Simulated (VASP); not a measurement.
# Hf (Fmmm) in VASP: a series of runs

Runs on Hf. Level: PBE. Tasks: single point.

Program: VASP 6.6.1. These are calculated values, not measurements. Logs are shortened: lines on timing, memory, paths and dates and some standing lists are left out, and cuts for length are marked.

**1. Starting point**

The structure is orthorhombic, space group Fmmm (No. 69). Conventional cell: a = 3.436 Å, b = 5.952 Å, c = 9.369 Å, α = 90.00°, β = 90.00°, γ = 90.00°. Hf (site symmetry m2m) is surrounded by 3 Hf at 1.98 Å.

The cell was built by a generator and needn't be a form met in nature.

**2. Single point, PBE**

File INCAR:

```
PREC = Accurate
ENCUT = 520
EDIFF = 1E-6
ISMEAR = 0
SIGMA = 0.1
LREAL = False
LASPH = True
NELM = 100
ALGO = Normal
ISIF = 2
LWAVE = False
LCHARG = False
GGA = PE
NBANDS = 17
```

File KPOINTS:

```
regular mesh
0
Gamma
  6 6 6
```

File POSCAR:

```
Hf
1.0
    0.0000000000      2.9760554754      4.6844540346
    1.7181928180      0.0000000000      4.6844540346
    1.7181928180      2.9760554754      0.0000000000
Hf
2
Direct
    0.1666700000      0.8333300000      0.1666700000
    0.8333300000      0.1666700000      0.8333300000
```

Potentials or basis: VASP PAW PBE potentials, release 64 (Hf_pv).

Started as:

```console
$ cat potpaw_PBE.64/Hf_pv/POTCAR > POTCAR
$ mpirun -np 1 vasp_std > vasp.out
```

OUTCAR:

```text
PREC = Accurate
   ENCUT = 520
   EDIFF = 1E-6
   ISMEAR = 0
   LREAL = False
   LASPH = True
   NELM = 100
   ISIF = 2
   GGA = PE

 ion  position               nearest neighbor table
   1  0.167  0.833  0.167-   2 1.98   2 1.98   2 1.98
   2  0.833  0.167  0.833-   1 1.98   1 1.98   1 1.98

  LATTYP: Found a face centered orthorhombic cell.
 ALAT       =     3.4363856360
 B/A-ratio  =     1.7320846905
 C/A-ratio  =     2.7263843647

  Lattice vectors:

 A1 = (   0.0000000000,   2.9760554754,   4.6844540346)
 A2 = (   1.7181928180,   0.0000000000,   4.6844540346)
 A3 = (   1.7181928180,   2.9760554754,   0.0000000000)

Analysis of symmetry for initial positions (statically):
=====================================================================
 Subroutine PRICEL returns:
 Original cell was already a primitive cell.

 Routine SETGRP: Setting up the symmetry group for a
 face centered orthorhombic supercell.

 Subroutine GETGRP returns: Found  8 space group operations
 (whereof  8 operations were pure point group operations)
 out of a pool of  8 trial point group operations.

The static configuration has the point symmetry D_2h.

Analysis of symmetry for dynamics (positions and initial velocities):
=====================================================================
 Subroutine PRICEL returns:
 Original cell was already a primitive cell.

 Routine SETGRP: Setting up the symmetry group for a
 face centered orthorhombic supercell.

 Subroutine GETGRP returns: Found  8 space group operations
 (whereof  8 operations were pure point group operations)
 out of a pool of  8 trial point group operations.

The dynamic configuration has the point symmetry D_2h.

 Subroutine INISYM returns: Found  8 space group operations
 (whereof  8 operations are pure point group operations),
 and found     1 'primitive' translations

----------------------------------------------------------------------------------------

                                     Primitive cell

  volume of cell :      47.9073

  direct lattice vectors                    reciprocal lattice vectors
     0.000000000  2.976055475  4.684454035    -0.291003428  0.168007621  0.106736024
     1.718192818  0.000000000  4.684454035     0.291003428 -0.168007621  0.106736024
     1.718192818  2.976055475  0.000000000     0.291003428  0.168007621 -0.106736024
[... 82 lines left out ...]
   ENCUT  =  520.0 eV  38.22 Ry    6.18 a.u.  10.32  9.28  6.39*2*pi/ulx,y,z
   NELM   =    100;   NELMIN=  2; NELMDL= -5     # of ELM steps
   EDIFF  = 0.1E-05   stopping-criterion for ELM
   LREAL  =      F    real-space projection
   EDIFFG = 0.1E-04   stopping-criterion for IOM
   NSW    =      0    number of steps for IOM
   IBRION =     -1    ionic relax: 0-MD 1-quasi-New 2-CG
   NFREE  =      0    steps in history (QN), initial steepest desc. (CG)
   ISIF   =      2    stress and relaxation
   ISYM   =      2    0-nonsym 1-usesym 2-fastsym
   POTIM  = 0.5000    time-step for ionic-motion
   TEBEG  =    0.0;   TEEND  =   0.0 temperature during run
   PSTRESS=    0.0 pullay stress
   NELECT =      20.0000    total number of electrons
   NUPDOWN=      -1.0000    fix difference up-down
   EMIN   =  10.00;   EMAX   =-10.00  energy-range for DOS
   EFERMI =   0.00;   METHOD = LEGACY
   ISMEAR =     0;   SIGMA  =   0.10  broadening in eV -4-tet -1-fermi 0-gaus
   EFERMI_NEDOS =   21; number of points for ismear=-14 and -15
   IALGO  =     38    algorithm
   IMIX   =      4    mixing-type and parameters
     AMIX     =   0.40;   BMIX     =  1.00
     AMIX_MAG =   1.60;   BMIX_MAG =  1.00
  volume/ion in A,a.u.               =      23.95       161.65
  Fermi-wavevector in a.u.,A,eV,Ry     =   1.223538  2.312152 20.368543  1.497046
  Thomas-Fermi vector in A             =   2.358645
   LORBIT       =      0    0 simple, 1 ext, 2 COOP (PROOUT), +10 PAW based schemes
   GGA     = PE    functional components
   LHFCALC =     F    Hartree Fock is set to
   AEXX    =    0.0000 exact exchange contribution
   IVDW    =     0    specifies the selected vdW correction
   LEPSILON=     F    determine dielectric tensor
   LRPA    =     F    only Hartree local field effects (RPA)
 non-spin polarized calculation
 Gauss-broadening in eV      SIGMA  =   0.10
  energy-cutoff  :      520.00
  volume of cell :       47.91
 maximum number of plane-waves:      1312
 NGX is ok and might be reduce to    42
   NGX = 21   NGY = 19   NGZ = 13

 number of electron      20.0000001 magnetization

 Free energy of the ion-electron system (eV)
  ---------------------------------------------------
  ext. energy  EPLUGINS =         0.00000000
  ---------------------------------------------------
  free energy    TOTEN  =        -2.36895415 eV

  energy without entropy =       -2.33561872  energy(sigma->0) =       -2.35228643

 E-fermi :   2.9119     XC(G=0):  -9.8916

 val. band max:        2.9096014683   @ k =  -0.3333   0.1667   0.3333
 cond. band min:       2.9228876840   @ k =   0.3333  -0.1667   0.1667
 fundamental gap:      0.0132862157
 Fermi energy:         2.9118524195

 k-point     1 :       0.0000    0.0000    0.0000
  band No.  band energies     occupation
      1     -31.9814      2.00000
      2     -31.9813      2.00000
      3     -28.4467      2.00000
      4     -25.0035      2.00000
      5     -24.4588      2.00000
      6     -24.4565      2.00000
[... 457 lines left out ...]
      4     -25.2451      2.00000
      5     -24.7069      2.00000
      6     -24.0224      2.00000
[... 9 lines left out ...]
     16      10.5576      0.00000
     17      11.7161      0.00000

 [... further k-points ...]

------------------------ aborting loop because EDIFF is reached ----------------------------------------

  FORCE on cell =-STRESS in cart. coord.  units (eV):
  Direction    XX          YY          ZZ          XY          YZ          ZX
  --------------------------------------------------------------------------------------
  -------------------------------------------------------------------------------------
  Total       43.2196323     43.8363791     -2.3410882      0.0000000      0.0000000      0.0000000
  in kB     1445.4056603   1466.0316874    -78.2936347      0.0000000      0.0000000      0.0000000
  external PRESSURE =     944.3812377 kB  Pullay stress =       0.0000000 kB

 VOLUME and BASIS-vectors are now :
 -----------------------------------------------------------------------------
  energy-cutoff  :      520.00
  volume of cell :       47.91
      direct lattice vectors                 reciprocal lattice vectors
     0.000000000  2.976055475  4.684454035    -0.291003428  0.168007621  0.106736024
     1.718192818  0.000000000  4.684454035     0.291003428 -0.168007621  0.106736024
     1.718192818  2.976055475  0.000000000     0.291003428  0.168007621 -0.106736024

 POSITION                                       TOTAL-FORCE (eV/Angst)
 -----------------------------------------------------------------------------------
      1.71819      0.99204      4.68445         0.000000     -0.085980      0.000000
      1.71819      4.96007      4.68445         0.000000      0.085980      0.000000
 -----------------------------------------------------------------------------------
    total drift:                               -0.000000     -0.000000      0.000000

  FREE ENERGIE OF THE ION-ELECTRON SYSTEM (eV)
  ---------------------------------------------------
  free  energy   TOTEN  =        -2.3689541468 eV

  energy  without entropy=       -2.3356187230  energy(sigma->0) =       -2.35228643
```

stdout:

```text
POSCAR found type information on POSCAR Hf
 POSCAR found :  1 types and       2 ions
 scaLAPACK will be used
 LDA part: xc-table for (Slater+PW92), standard interpolation
 POSCAR, INCAR and KPOINTS ok, starting setup
 FFT: planning ... GRIDC
 FFT: planning ... GRID_SOFT
 FFT: planning ... GRID
 WAVECAR not read
 entering main loop
```

Wall time 30 s (1 thread of Intel Xeon 6975P-C (Granite Rapids), shared host); peak memory 0.21 GiB.

What came out:

```yaml
Free_energy: -2.3690 eV
Pressure: 94.4 GPa
Largest_force: 0.086 eV/Å
Band_gap_on_the_k_mesh: none (metal or under the smearing width)
```

Forces in eV/Å, atoms in the order of the input:
```
Hf   0.000 -0.086  0.000
Hf   0.000  0.086  0.000
```

Caveat: the k mesh is coarse (spacing up to 0.37 Å⁻¹), so the values aren't converged; a pressure of tens of GPa on the cell as given is suspect, and the run, the potentials or the cell itself is likely at fault. Spin-orbit coupling is left out, which matters for the levels of Hf.

**3. Single point, PBE**

This run uses another cell than the first one, of 23.09 Å³/atom, 0.964 times its volume.

INCAR is that of step 2.

File KPOINTS:

```
Automatic mesh
0
Gamma
  6 6 6
```

File POSCAR:

```
Hf
1.0
    0.0000000000      5.4021829350      2.6881323365
    1.5902006581      0.0000000000      2.6881323365
    1.5902006581      5.4021829350      0.0000000000
Hf
2
Direct
    0.1353347135      0.8646652865      0.1353347135
    0.8646652865      0.1353347135      0.8646652865
```

Potentials or basis: VASP PAW PBE potentials, release 64 (Hf_pv).

Started as:

```console
$ cat potpaw_PBE.64/Hf_pv/POTCAR > POTCAR
$ mpirun -np 1 vasp_std > vasp.out
```

It took 20 s on 1 thread of Intel Xeon 6975P-C (Granite Rapids), shared host; peak memory 0.22 GiB.

Results (log left out):

| Quantity | Value |
| --- | --- |
| Free energy | -19.3402 eV |
| Pressure | -0.4 GPa |
| Largest force | 0.025 eV/Å |
| Band gap on the k mesh | none (metal or under the smearing width) |

Forces in eV/Å, atoms in the order of the input:
```
Hf   0.000  0.025  0.000
Hf   0.000 -0.025  0.000
```

Levels at points of the mesh, in eV from the Fermi level:
```
           k point  band 7  band 8  band 9  band 10  band 11  band 12  band 13  band 14
(0.00, 0.00, 0.00)   -6.94   -3.36   -0.49     0.54     1.40     1.97     1.97     2.42
(0.50, 0.00, 0.00)   -3.11   -2.61   -1.36    -0.87     0.60     1.84     2.81     4.26
(0.50, 0.50, 0.00)   -3.52   -2.82   -1.91     0.33     0.74     2.24     3.65     3.76
(0.50, 0.00, 0.50)   -5.47   -5.03   -1.20     1.04     1.17     2.20     2.27     2.44
(0.00, 0.50, 0.50)   -2.51   -2.22   -1.75    -1.30     0.59     0.99     3.49     4.52
```

Caveat: the k mesh is coarse (spacing up to 0.39 Å⁻¹), so the values aren't converged.
